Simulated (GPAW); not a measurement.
# PbSe (Pm-3m) in GPAW: single point with PBE

Aim: the single point of PbSe with PBE.

All numbers are computed with GPAW 26.7.0; they aren't measurements. Logs are shortened: lines on timing, memory, paths and dates and some standing lists are left out, and cuts for length are marked. The log counts tension as positive stress, the text compression.

**1. The structure**

The structure is cubic, space group Pm-3m (No. 221). The conventional cell has a = 3.784 Å, b = 3.784 Å, c = 3.784 Å, α = 90.00°, β = 90.00°, γ = 90.00°. Around Pb (site symmetry m-3m) lie 8 Se at 3.28 Å. Se (site symmetry m-3m) has 8 Pb at 3.28 Å as nearest neighbours.

Measurements of this composition are mostly on another form, of space group No. 225.

**2. Single point, PBE**

run.py reads:

```python
from ase.io import read
from gpaw import PW
from gpaw.dft import DFT

atoms = read('PbSe.cif')

dft = DFT(atoms,
          mode=PW(600),
          xc='PBE',
          kpts={'size': (7, 7, 7), 'gamma': True},
          occupations={'name': 'fermi-dirac', 'width': 0.05},
          nbands=19,
          convergence={'density': 1e-05, 'energy': 1e-05},
          maxiter=150,
          txt='gpaw.txt')
print(f'Energy: {dft.calculate_energy():.6f} eV')
print('Forces (eV/A):')
print(dft.calculate_forces().round(4))
print('Stress (eV/A^3):', dft.calculate_stress().round(6))
dft.write_gpw_file('gs.gpw')
```

PbSe.cif reads:

```cif
data_PbSe
_cell_length_a 3.78432200
_cell_length_b 3.78432200
_cell_length_c 3.78432200
_cell_angle_alpha 90.00000000
_cell_angle_beta 90.00000000
_cell_angle_gamma 90.00000000
_space_group_name_H-M_alt 'P1'
_space_group_name_Hall 'P 1'
_space_group_IT_number 1
loop_
_space_group_symop_operation_xyz
'x,y,z'
loop_
_atom_site_label
_atom_site_type_symbol
_atom_site_symmetry_multiplicity
_atom_site_Wyckoff_symbol
_atom_site_fract_x
_atom_site_fract_y
_atom_site_fract_z
_atom_site_occupancy
Pb1 Pb 1 a 0.0000000000 0.0000000000 0.0000000000 1
Se1 Se 1 a 0.5000000000 0.5000000000 0.5000000000 1
```

Potentials or basis: GPAW PAW data sets (gpaw-data 1.2.1), pw.

On the command line:

```console
$ OMP_NUM_THREADS=1 python run.py
```

gpaw.txt:

```text
Diagonalizing LCAO Hamiltonian
Converting LCAO to pw mode
   .--------.
  /|        |
 * |        |
 | |   Se   |
 | |        |
 | .--------.
 |/        /
 Pb-------*

Atoms  # Å, Bohr magnetons
|   | symbol |        x |        y |        z |    initial magnetic moments |
|---|--------|----------|----------|----------|-----------------------------|
| 0 |     Pb | 0.000000 | 0.000000 | 0.000000 | ( 0.0000,  0.0000,  0.0000) |
| 1 |     Se | 1.892161 | 1.892161 | 1.892161 | ( 0.0000,  0.0000,  0.0000) |

Unit cell  # Å
| periodic |        x |        y |        z |  lengths |    angles |
|----------|----------|----------|----------|----------|-----------|
|      yes | 3.784322 | 0.000000 | 0.000000 | 3.784322 | 90.000000 |
|      yes | 0.000000 | 3.784322 | 0.000000 | 3.784322 | 90.000000 |
|      yes | 0.000000 | 0.000000 | 3.784322 | 3.784322 | 90.000000 |

Number of symmetries: 48
Symmetry operations  # r_c * U_cc + t_c -> r_c
|    | kind |            matrix            |
|----|------|------------------------------|
|  0 |  E   |  1, 0, 0,  0, 1, 0,  0, 0, 1 |
|  1 |  σ   |  1, 0, 0,  0, 1, 0,  0, 0,-1 |
|  2 |  σ   |  1, 0, 0,  0, 0, 1,  0, 1, 0 |
|  3 |  C4  |  1, 0, 0,  0, 0, 1,  0,-1, 0 |
|  4 |  C4  |  1, 0, 0,  0, 0,-1,  0, 1, 0 |
|  5 |  σ   |  1, 0, 0,  0, 0,-1,  0,-1, 0 |
|  6 |  σ   |  1, 0, 0,  0,-1, 0,  0, 0, 1 |
|  7 |  C2  |  1, 0, 0,  0,-1, 0,  0, 0,-1 |
|  8 |  σ   |  0, 1, 0,  1, 0, 0,  0, 0, 1 |
|  9 |  C2  |  0, 1, 0,  1, 0, 0,  0, 0,-1 |
| 10 |  C3  |  0, 1, 0,  0, 0, 1,  1, 0, 0 |
| 11 |  S6  |  0, 1, 0,  0, 0, 1, -1, 0, 0 |
| 12 |  S6  |  0, 1, 0,  0, 0,-1,  1, 0, 0 |
| 13 |  C3  |  0, 1, 0,  0, 0,-1, -1, 0, 0 |
| 14 |  C4  |  0, 1, 0, -1, 0, 0,  0, 0, 1 |
| 15 |  S4  |  0, 1, 0, -1, 0, 0,  0, 0,-1 |
| 16 |  C3  |  0, 0, 1,  1, 0, 0,  0, 1, 0 |
| 17 |  S6  |  0, 0, 1,  1, 0, 0,  0,-1, 0 |
| 18 |  σ   |  0, 0, 1,  0, 1, 0,  1, 0, 0 |
| 19 |  C4  |  0, 0, 1,  0, 1, 0, -1, 0, 0 |
| 20 |  C2  |  0, 0, 1,  0,-1, 0,  1, 0, 0 |
| 21 |  S4  |  0, 0, 1,  0,-1, 0, -1, 0, 0 |
| 22 |  S6  |  0, 0, 1, -1, 0, 0,  0, 1, 0 |
| 23 |  C3  |  0, 0, 1, -1, 0, 0,  0,-1, 0 |
| 24 |  S6  |  0, 0,-1,  1, 0, 0,  0, 1, 0 |
| 25 |  C3  |  0, 0,-1,  1, 0, 0,  0,-1, 0 |
| 26 |  C4  |  0, 0,-1,  0, 1, 0,  1, 0, 0 |
| 27 |  σ   |  0, 0,-1,  0, 1, 0, -1, 0, 0 |
| 28 |  S4  |  0, 0,-1,  0,-1, 0,  1, 0, 0 |
| 29 |  C2  |  0, 0,-1,  0,-1, 0, -1, 0, 0 |
| 30 |  C3  |  0, 0,-1, -1, 0, 0,  0, 1, 0 |
| 31 |  S6  |  0, 0,-1, -1, 0, 0,  0,-1, 0 |
| 32 |  C4  |  0,-1, 0,  1, 0, 0,  0, 0, 1 |
| 33 |  S4  |  0,-1, 0,  1, 0, 0,  0, 0,-1 |
| 34 |  S6  |  0,-1, 0,  0, 0, 1,  1, 0, 0 |
| 35 |  C3  |  0,-1, 0,  0, 0, 1, -1, 0, 0 |
| 36 |  C3  |  0,-1, 0,  0, 0,-1,  1, 0, 0 |
| 37 |  S6  |  0,-1, 0,  0, 0,-1, -1, 0, 0 |
| 38 |  σ   |  0,-1, 0, -1, 0, 0,  0, 0, 1 |
| 39 |  C2  |  0,-1, 0, -1, 0, 0,  0, 0,-1 |
| 40 |  σ   | -1, 0, 0,  0, 1, 0,  0, 0, 1 |
| 41 |  C2  | -1, 0, 0,  0, 1, 0,  0, 0,-1 |
| 42 |  C2  | -1, 0, 0,  0, 0, 1,  0, 1, 0 |
| 43 |  S4  | -1, 0, 0,  0, 0, 1,  0,-1, 0 |
| 44 |  S4  | -1, 0, 0,  0, 0,-1,  0, 1, 0 |
| 45 |  C2  | -1, 0, 0,  0, 0,-1,  0,-1, 0 |
| 46 |  C2  | -1, 0, 0,  0,-1, 0,  0, 0, 1 |
| 47 |  i   | -1, 0, 0,  0,-1, 0,  0, 0,-1 |

BZ-sampling:
  Number of BZ points: 343
  Number of IBZ points: 20

  Monkhorst-Pack size: [7, 7, 7]
  Monkhorst-Pack shift: [0, 0, 0]

K-points  # in reciprocal-cell coordinates
|     |                                coordinates |     weight |
|-----|--------------------------------------------|------------|
|   0 | (  0.00000000,   0.00000000,   0.00000000) | 0.00291545 |
|   1 | (  0.14285714,   0.00000000,   0.00000000) | 0.01749271 |
|   2 | (  0.14285714,   0.14285714,   0.00000000) | 0.03498542 |
|   3 | (  0.14285714,   0.14285714,   0.14285714) | 0.02332362 |
|   4 | (  0.28571429,   0.00000000,   0.00000000) | 0.01749271 |
|   5 | (  0.28571429,   0.14285714,   0.00000000) | 0.06997085 |
|   6 | (  0.28571429,   0.14285714,   0.14285714) | 0.06997085 |
|   7 | (  0.28571429,   0.28571429,   0.00000000) | 0.03498542 |
|   8 | (  0.28571429,   0.28571429,   0.14285714) | 0.06997085 |
|   9 | (  0.28571429,   0.28571429,   0.28571429) | 0.02332362 |
| ... |                                            |            |
|  19 | (  0.42857143,   0.42857143,   0.42857143) | 0.02332362 |

Plane wave coefficients: 1839
Cutoff: 600.0 eV

Spin-components: 1 (collinear spins)
Bands:           19
Projectors:      11
Spin-degeneracy: 2
Datatype:        complex128

Parallelization:
  kpt:    1
  domain: 1
  band:   1

Density:
  Valence electrons: 20.0
  Components: 1
  Grid points: [24 24 24]
  Charge: 0.0  # |e|

Potential:
  Grid points: [24 24 24]

species:
  Pb:
    name:    Lead
    Z:       82.0
    valence: 14
    core:    68
    charge:  0.0  # [|e|]
    compensation charges:
      type: gauss
      rc: 0.38  # [Å]
      lmax: 2
    cutoffs:
      filter: 2.36  # [Å]
      core: 2.43  # [Å]
    projectors
    | kind |    occ | energy [eV] | rcut [Å] |
    |------|--------|-------------|----------|
    |   6s |  2.000 |     -11.969 |    1.259 |
    |   6p |  2.000 |      -3.506 |    1.275 |
    |   5d | 10.000 |     -21.211 |    1.217 |
    |    s |        |      15.243 |    1.259 |
    |    p |        |      23.705 |    1.275 |
    |    d |        |       6.001 |    1.217 |

    Using partial waves for Pb as LCAO basis

  Se:
    name:    Selenium
    Z:       34.0
    valence: 6
    core:    28
    charge:  0.0  # [|e|]
    compensation charges:
      type: gauss
      rc: 0.27  # [Å]
      lmax: 2
    cutoffs:
      filter: 1.77  # [Å]
      core: 2.67  # [Å]
    projectors
    | kind |    occ | energy [eV] | rcut [Å] |
    |------|--------|-------------|----------|
    |   4s |  2.000 |     -17.277 |    0.847 |
    |   4p |  4.000 |      -6.512 |    1.005 |
    |    s |        |       9.935 |    0.847 |
    |    p |        |      20.699 |    1.005 |
    |    d |        |       0.000 |    0.847 |

    Using partial waves for Se as LCAO basis

Reference energy: -633377.995495  # eV

eigensolver:
  PPCG
  Converge bands: occupied
  niter=2

density mixing:
  MSR1-Mixer
  Pratt-step length: 0.05
  Maximum mixing coefficient: 0.75
  Old densities: 10
  SVD Regularization: 0.005
  Good broyden scale: 1.0
  Trust region scale: 1.0
  Backstep threshold: 4.0
  History deletion threshold: 6.0
  Fourier metric: weight=20.0, sigma=0.015

occupation numbers:
  Fermi-Dirac:
    width: 0.0500  # eV

poisson solver:
  ecut: 4800.0  # eV

xc functional:
  name: PBE with 2 nearest neighbor stencil

convergence criteria:
- Maximum integral of absolute [dens]ity change: 1e-05 electrons / valence electron
- Maximum [total energy] change in last 3 cyles: 1e-05 eV / valence electron
- Maximum integral of absolute [eigenst]ate change: 4e-08 eV^2 / valence electron
maximum number of iterations: 150

SCF iterations
|iter     | |      energy | eigst |  dens |
|---------|-|-------------|-------|-------|
|iter:   1| |   -8.356456 | -0.27 |       |
|iter:   2| |   -8.249570 | -2.19 | -1.18 |
|iter:   3| |   -7.937942 | -1.74 | -1.23 |
|iter:   4| |   -7.931739 | -3.60 | -1.90 |
|iter:   5| |   -7.931693 | -4.17 | -2.22 |
|iter:   6| |   -7.931697c| -5.53 | -3.21 |
|iter:   7| |   -7.931702c| -6.32 | -3.60 |
|iter:   8| |   -7.931701c| -7.67c| -4.54 |
|iter:   9| |   -7.931701c| -7.49c| -4.92 |
|iter:  10| |   -7.931701c| -8.25c| -5.79c|
SCF steps: 10
Energy contributions relative to reference atoms: (reference = -633377.995495)

Energy contributions:
  Kinetic:          14.778289
  Coulomb:         -15.242387
  Zero:             -0.065260
  External:          0.000000
  Xc:               -7.396975
  Entropy:          -0.010735
  Spinorbit:         0.000000
  ----------------------------
  Free energy:      -7.937069
  Extrapolated:     -7.931701

Forces  # eV/Ang
|        x |        y |        z |
|----------|----------|----------|
| -0.00000 | -0.00000 | -0.00000 |  # Pb   0
|  0.00000 |  0.00000 |  0.00000 |  # Se   1

Stress tensor  # eV/Ang^3
|        x |        y |        z |
|----------|----------|----------|
| 0.002255 | 0.000000 | 0.000000 |
| 0.000000 | 0.002255 | 0.000000 |
| 0.000000 | 0.000000 | 0.002255 |

Writing to gs.gpw (mode='')

  __  _  _
 | _ |_)|_||  |
 |__||  | ||/\| - 26.7.0

Input parameters:
  mode=PW(ecut=600.0),
  convergence={'density': 1e-05, 'energy': 1e-05},
  kpts=MonkhorstPack(size=(7, 7, 7), gamma=True),
  maxiter=150,
  nbands=19,
  occupations=Occupations(name='fermi-dirac', width=0.05),
  xc=XC(name='PBE')
# Writing to gs.gpw (mode='')
```

It took 10 s on 1 thread of INTEL XEON PLATINUM 8581C at 2.10GHz (Emerald Rapids), shared host; peak memory 0.16 GiB.

Results:

```yaml
Free_energy: -7.9371 eV
Pressure: -0.4 GPa
Band_gap_on_the_k_mesh: none (metal or under the smearing width)
```

Levels at points of the mesh, in eV from the Fermi level:
| k point | band 6 | band 7 | band 8 | band 9 | band 10 | band 11 | band 12 | band 13 | band 14 | band 15 |
| --- | --- | --- | --- | --- | --- | --- | --- | --- | --- | --- |
| (0.00, 0.00, 0.00) | -13.16 | -6.96 | -1.47 | -1.47 | -1.47 | 5.17 | 5.17 | 6.07 | 6.07 | 6.07 |

Spin-orbit coupling is left out, which matters for the levels of Pb.

**3. The reference run**

An earlier run on the cell as given: functional PBE; potentials or basis GPAW PAW data sets (gpaw-data 1.2.1); cutoff 600 eV; basis pw; k mesh 7 × 7 × 7; occupations fermi-dirac, width 0.05 eV; no spin polarisation.

- Pressure: -0.4 GPa
- Band gap on the k mesh: none (metal or under the smearing width)
